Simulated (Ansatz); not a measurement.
# I (Fmmm) in Ansatz: further runs

The runs below take I through single point, with PBE.

Program: Ansatz 0.2.0. These are calculated values, not measurements. Logs are shortened: lines on timing, memory, paths and dates and some standing lists are left out, and cuts for length are marked.

**1. The crystal as given**

Symmetry: Fmmm, No. 69, orthorhombic system. Conventional cell: a = 4.384 Å, b = 4.731 Å, c = 7.820 Å, α = 90.00°, β = 90.00°, γ = 90.00°. I (site symmetry mmm) is surrounded by 4 I at 3.23 Å.

**2. Single point, PBE, 38.12 Å³/atom (volume scaled by 0.94)**

input.yaml reads:

```yaml
crystal:
  lattice:
    - [0.0, 2.3173093325, 3.830025081]
    - [2.1474932061, 0.0, 3.830025081]
    - [2.1474932061, 2.3173093325, 0.0]
  atoms:
    - { symbol: I, position: [0.0, 0.0, 0.0] }
kpoints:
  mp_grid: { grid: [9, 9, 9] }
scf:
  occupations: { method: fermi_dirac, width: 0.05 }
hamiltonian:
  xc: pbe
  pseudopotentials: { kind: all_electron, lapw: { basis_error: 0.0005 } }
output:
  forces: true
  stress: true
  eigenvalues: true
```

Potentials or basis: all-electron LAPW, scalar-relativistic.

The run is started by

```console
$ ansatz run input.yaml --threads 1 --pin off --max-ram 3072MiB --backend cpu --events-out ev --progress --plain --runs-dir out
```

Standard output:

```text
Warning: RAYON_NUM_THREADS=1 ignored (pool sized by the plan → 1); use --threads N
LAPW: plane waves up to 7.010 Å⁻¹, error target 5.0e-4 eV per atom; small_component_spin mean_spin; I in spheres of 1.580 Å, 25 of its electrons in bands, Dirac shells [] (how accurate: hamiltonian.pseudopotentials.lapw.basis_error, Limitations)
Engine: ansatz 0.2.0, aarch64-unknown-linux-gnu
Pseudopotentials: kind: all_electron
Pseudopotential: I, LAPW, valence charge 25, lapw/all_electron/scalar/gaussian/I, Koelling and Harmon's equation, gaussian nucleus
Functional definition: PBE
  parameter kappa = 0.804
  parameter beta = 0.06672455060314922
  exchange = pbe_x(kappa = kappa, mu = beta*pi^2/3)
  correlation = pbe_c(beta = beta)
Crystal: 1 atoms, lattice volume = 38.120 Å³
Basis set: ecut = 187.24831175463913 eV, 221 PW (Γ), FFT grids on a1−a2, a2, a3, exchange–correlation at level 2
Bands: 17, of which v1, the nominal top of the filled ones, is band 13 counted from 1 (12 counted from 0)
Symmetry: 8 space group operations
Space group: Fmmm (ITA 69), of the structure as read, at distance tolerance 3.4e-5 Å
k-points: 125 of 729
Non-local potential: I, projectors of the file, none
Initial density: superposition of atomic densities (chi_scale 0.1, normalization cell)
Initial wavefunctions: plane waves of lowest kinetic energy (no species holds an atomic orbital)
Functional: x = pbe(κ = 0.804, μ = 0.2195149727645171), c = pbe(β = 0.06672455060314922)
iter 1 solved again at ethr=1.53e-4 eV; its pass at ethr=1.00e-1 eV (dr2=3.83e-2 eV) is discarded
SCF iter   1: F=—  HF=-193641.763617 eV  |F-HF|=—  |Δ(HF+E_count)|=         —  Δρ=8.25e-3  dr2=3.81e-2  ethr=1.53e-4  ⟨swp⟩=3.0  Hψ=14104  notcnv=0
preconditioner: auto → none  [metal: Δε(μ)=0.048 eV  Ē_g=13.392 eV  σ=0.050 eV  W_gap=0.23  n_scr=10 (ndim 8)  ℏωp=15.9 eV  f_vac=0.188  D(μ)=0.51/eV (n_scr^D=0)  sad-step TF]
SCF iter   2: F=—  HF=-193641.744354 eV  |F-HF|=—  |Δ(HF+E_count)|=   1.93e-2  Δρ=5.18e-3  dr2=1.73e-2  ethr=1.52e-4  ⟨swp⟩=2.0  Hψ=6377  notcnv=0  defer=1
iter 3 solved again at ethr=8.81e-7 eV; its pass at ethr=6.93e-5 eV (dr2=2.20e-4 eV) is discarded
SCF iter   3: F=—  HF=-193641.736045 eV  |F-HF|=—  |Δ(HF+E_count)|=   8.31e-3  Δρ=6.52e-4  dr2=2.20e-4  ethr=8.81e-7  ⟨swp⟩=2.0  Hψ=10882  notcnv=0
SCF iter   4: F=—  HF=-193641.736698 eV  |F-HF|=—  |Δ(HF+E_count)|=         —  Δρ=1.17e-4  dr2=6.27e-6  ethr=8.80e-7  ⟨swp⟩=2.8  Hψ=6012  notcnv=0
the basis was enlarged: its passes take 452.2 KiB over the memory plan, 1 of 1 planned eigensolver slots
SCF iter   5: F=—  HF=-193641.736668 eV  |F-HF|=—  |Δ(HF+E_count)|=   3.06e-5  Δρ=4.83e-5  dr2=7.51e-7  ethr=2.51e-8  ⟨swp⟩=2.9  Hψ=5979  notcnv=0
SCF iter   6: F=—  HF=-193641.736669 eV  |F-HF|=—  |Δ(HF+E_count)|=   5.77e-7  Δρ=9.45e-6  dr2=3.31e-8  ethr=3.00e-9  ⟨swp⟩=3.0  Hψ=6166  notcnv=0
SCF iter   7: F=-193641.736668 eV  HF=-193641.736668 eV  |F-HF|=1.77e-8  |Δ(HF+E_count)|=   5.75e-7  Δρ=1.07e-6  dr2=3.76e-10  ethr=1.32e-10  ⟨swp⟩=3.0  Hψ=6103  notcnv=0
SCF 1 converged in 7 iterations: F = -193641.736668 eV  dr2 = 3.76e-10
SCF converged after 7 iterations
Free energy (F): -193641.736668 eV
Harris-Foulkes:  -193641.736668 eV  (|F-HF|=1.77e-8)
Internal energy: -193641.732404 eV  (E = F + TS)
E sigma→0 (E₀):  -193641.734536 eV
Entropy (-TS):   -0.004264 eV (-4.264 meV/atom)
Fermi energy:    8.559632 eV
--- Per-component energies (eV) ---
  E_band       = -1365.606458
  E_kinetic    = 204945.263316
  E_xc         = -4940.062109
  E_electrostatic = -393646.933611  (all electrons and nuclei)
  E_smearing   = -0.004264  (= −TS)
  E_closure    = 0.000000  (closes the sum)
  E_atoms      = -193640.378522  (free atoms, spherical and without spin; not in F)
  Σ components = -193641.736668   (vs F -193641.736668, Δ=0.00e0)
  Basis errors (estimates in eV, not in F): energy 2.2e-4 per atom: plane waves 2.1e-4 (1.6e-4 summed), levels above the bands 6.0e-90, relativity 4.6e-9, radial functions 1.7e-5, core shells 1.1e-9; eigenvalues (radial functions only) 9.0e-6; not estimated: angular momenta, meshes, grids; target (lapw.basis_error) 5.0e-4; muffin-tin radii I 1.580 Å
--- Forces (eV/Å), atoms counted from 1 ---
  atom   1  I      0.00000000     0.00000000     0.00000000
  max |Σ_I F_I| component: 3.94e-31 eV/Å
--- Stress (GPa, compression-positive) ---
        2.920333      -0.000000      -0.000000
       -0.000000       3.141087      -0.000000
       -0.000000      -0.000000       1.097226
  P = ⅓ Tr σ = 2.3862 GPa (23.862 kbar)
--- Band table (eV; the first three rows and the last of 125) ---
  k-point 0: bands = ["-167.0324", "-114.1122", "-114.0740", "-113.8834", "-36.9510", "-36.9226", "-36.7647", "-36.7339", "-36.7024", "-5.7510", "6.4097", "9.4242", "9.7202", "12.9381", "16.0616", "16.9763", "20.8793"]
  k-point 1: bands = ["-167.0324", "-114.1123", "-114.0740", "-113.8834", "-36.9481", "-36.9235", "-36.7652", "-36.7342", "-36.7013", "-5.6054", "6.4020", "8.3454", "9.6753", "13.3126", "16.5166", "18.0645", "18.5308"]
  k-point 2: bands = ["-167.0324", "-114.1123", "-114.0741", "-113.8834", "-36.9408", "-36.9255", "-36.7665", "-36.7352", "-36.6984", "-5.1957", "6.0781", "6.5390", "9.9093", "14.0776", "16.5743", "16.9510", "20.9656"]
  k-point 124: bands = ["-167.0324", "-114.1123", "-114.0740", "-113.8834", "-36.9481", "-36.9235", "-36.7651", "-36.7340", "-36.7011", "-5.3239", "4.1922", "8.0800", "9.4429", "15.8399", "17.2611", "19.1337", "23.1011"]
```

Wall time 11 s (1 thread of Arm Neoverse V1, shared host); peak memory 0.3 GiB.

What came out:

```
Free energy            : -193641.7367 eV
Pressure               : 2.4 GPa
Band gap on the k mesh : none (metal or under the smearing width)
```

Caveat: an odd number of electrons without spin polarisation forces a metal; a magnetic or distorted state may lie lower.

**3. Single point, PBE, 38.93 Å³/atom (volume scaled by 0.96)**

Edit input.yaml of step 2 so:

```diff
@@ -2,5 +2,5 @@
   lattice:
-    - [0.0, 2.3173093325, 3.830025081]
-    - [2.1474932061, 0.0, 3.830025081]
-    - [2.1474932061, 2.3173093325, 0.0]
+    - [0.0, 2.33362895, 3.8569979773]
+    - [2.1626168959, 0.0, 3.8569979773]
+    - [2.1626168959, 2.33362895, 0.0]
   atoms:
```

Potentials or basis: all-electron LAPW, scalar-relativistic.

The run is started by

```console
$ ansatz run input.yaml --threads 1 --pin off --max-ram 3072MiB --backend cpu --events-out ev --progress --plain --runs-dir out
```

Run time: 11 s. Hardware: 1 thread of Arm Neoverse V1, shared host; peak memory 0.3 GiB.

The run converged. Its results:

```
Free energy            : -193641.7469 eV
Pressure               : 1.7 GPa
Band gap on the k mesh : none (metal or under the smearing width)
```

Caveat: an odd number of electrons without spin polarisation forces a metal; a magnetic or distorted state may lie lower.

**4. Single point, PBE, 39.74 Å³/atom (volume scaled by 0.98)**

Edit input.yaml of step 3 so:

```diff
@@ -2,5 +2,5 @@
   lattice:
-    - [0.0, 2.33362895, 3.8569979773]
-    - [2.1626168959, 0.0, 3.8569979773]
-    - [2.1626168959, 2.33362895, 0.0]
+    - [0.0, 2.3497234514, 3.8835988039]
+    - [2.1775319666, 0.0, 3.8835988039]
+    - [2.1775319666, 2.3497234514, 0.0]
   atoms:
```

The run is started by

```console
$ ansatz run input.yaml --threads 1 --pin off --max-ram 3072MiB --backend cpu --events-out ev --progress --plain --runs-dir out
```

It took 12 s on 1 thread of Arm Neoverse V1, shared host; peak memory 0.3 GiB.

It converged, with:

* Free energy: -193641.7537 eV
* Pressure: 1.0 GPa
* Band gap on the k mesh: none (metal or under the smearing width)

Caveat: an odd number of electrons without spin polarisation forces a metal; a magnetic or distorted state may lie lower.

**5. Single point, PBE, 40.55 Å³/atom**

Edit input.yaml of step 4 so:

```diff
@@ -2,5 +2,5 @@
   lattice:
-    - [0.0, 2.3497234514, 3.8835988039]
-    - [2.1775319666, 0.0, 3.8835988039]
-    - [2.1775319666, 2.3497234514, 0.0]
+    - [0.0, 2.3656004428, 3.9098401324]
+    - [2.1922454667, 0.0, 3.9098401324]
+    - [2.1922454667, 2.3656004428, 0.0]
   atoms:
```

The run is started by

```console
$ ansatz run input.yaml --threads 1 --pin off --max-ram 3072MiB --backend cpu --events-out ev --progress --plain --runs-dir out
```

Wall time 11 s (1 thread of Arm Neoverse V1, shared host); peak memory 0.3 GiB.

The run converged. Its results:

| Item | Value |
| --- | --- |
| Free energy | -193641.7575 eV |
| Pressure | 0.5 GPa |
| Band gap on the k mesh | none (metal or under the smearing width) |

Caveat: an odd number of electrons without spin polarisation forces a metal; a magnetic or distorted state may lie lower.

**6. Single point, PBE, 41.36 Å³/atom (volume scaled by 1.02)**

Edit input.yaml of step 5 so:

```diff
@@ -2,5 +2,5 @@
   lattice:
-    - [0.0, 2.3656004428, 3.9098401324]
-    - [2.1922454667, 0.0, 3.9098401324]
-    - [2.1922454667, 2.3656004428, 0.0]
+    - [0.0, 2.3812671275, 3.935733868]
+    - [2.2067640717, 0.0, 3.935733868]
+    - [2.2067640717, 2.3812671275, 0.0]
   atoms:
```

Potentials or basis: all-electron LAPW, scalar-relativistic.

The run is started by

```console
$ ansatz run input.yaml --threads 1 --pin off --max-ram 3072MiB --backend cpu --events-out ev --progress --plain --runs-dir out
```

It took 11 s on 1 thread of Arm Neoverse V1, shared host; peak memory 0.3 GiB.

Results (log left out):

```
Free energy            : -193641.7587 eV
Pressure               : 0.0 GPa
Band gap on the k mesh : none (metal or under the smearing width)
```

Caveat: an odd number of electrons without spin polarisation forces a metal; a magnetic or distorted state may lie lower.

**7. Single point, PBE, 42.17 Å³/atom (volume scaled by 1.04)**

Edit input.yaml of step 6 so:

```diff
@@ -2,5 +2,5 @@
   lattice:
-    - [0.0, 2.3812671275, 3.935733868]
-    - [2.2067640717, 0.0, 3.935733868]
-    - [2.2067640717, 2.3812671275, 0.0]
+    - [0.0, 2.3967303343, 3.9612912976]
+    - [2.2210941101, 0.0, 3.9612912976]
+    - [2.2210941101, 2.3967303343, 0.0]
   atoms:
```

The run is started by

```console
$ ansatz run input.yaml --threads 1 --pin off --max-ram 3072MiB --backend cpu --events-out ev --progress --plain --runs-dir out
```

Run time: 11 s. Hardware: 1 thread of Arm Neoverse V1, shared host; peak memory 0.3 GiB.

It converged, with:

* Free energy: -193641.7574 eV
* Pressure: -0.5 GPa
* Band gap on the k mesh: none (metal or under the smearing width)

Caveat: an odd number of electrons without spin polarisation forces a metal; a magnetic or distorted state may lie lower.

**8. Single point, PBE, 42.99 Å³/atom (volume scaled by 1.06)**

Edit input.yaml of step 7 so:

```diff
@@ -2,5 +2,5 @@
   lattice:
-    - [0.0, 2.3967303343, 3.9612912976]
-    - [2.2210941101, 0.0, 3.9612912976]
-    - [2.2210941101, 2.3967303343, 0.0]
+    - [0.0, 2.4119965442, 3.9865231326]
+    - [2.2352415877, 0.0, 3.9865231326]
+    - [2.2352415877, 2.4119965442, 0.0]
   atoms:
```

The run is started by

```console
$ ansatz run input.yaml --threads 1 --pin off --max-ram 3072MiB --backend cpu --events-out ev --progress --plain --runs-dir out
```

Wall time 12 s (1 thread of Arm Neoverse V1, shared host); peak memory 0.3 GiB.

It converged, with:

* Free energy: -193641.7542 eV
* Pressure: -0.8 GPa
* Band gap on the k mesh: none (metal or under the smearing width)

Caveat: an odd number of electrons without spin polarisation forces a metal; a magnetic or distorted state may lie lower.

**9. For comparison**

An earlier run on the cell as given: functional PBE; potentials or basis all-electron LAPW, scalar-relativistic; cutoff 161 eV (chosen from the basis error); basis error allowed 0.001 eV/atom; k mesh 9 × 9 × 9; occupations fermi-dirac, width 0.05 eV; no spin polarisation.

* Pressure: 0.5 GPa
* Band gap on the k mesh: none (metal or under the smearing width)
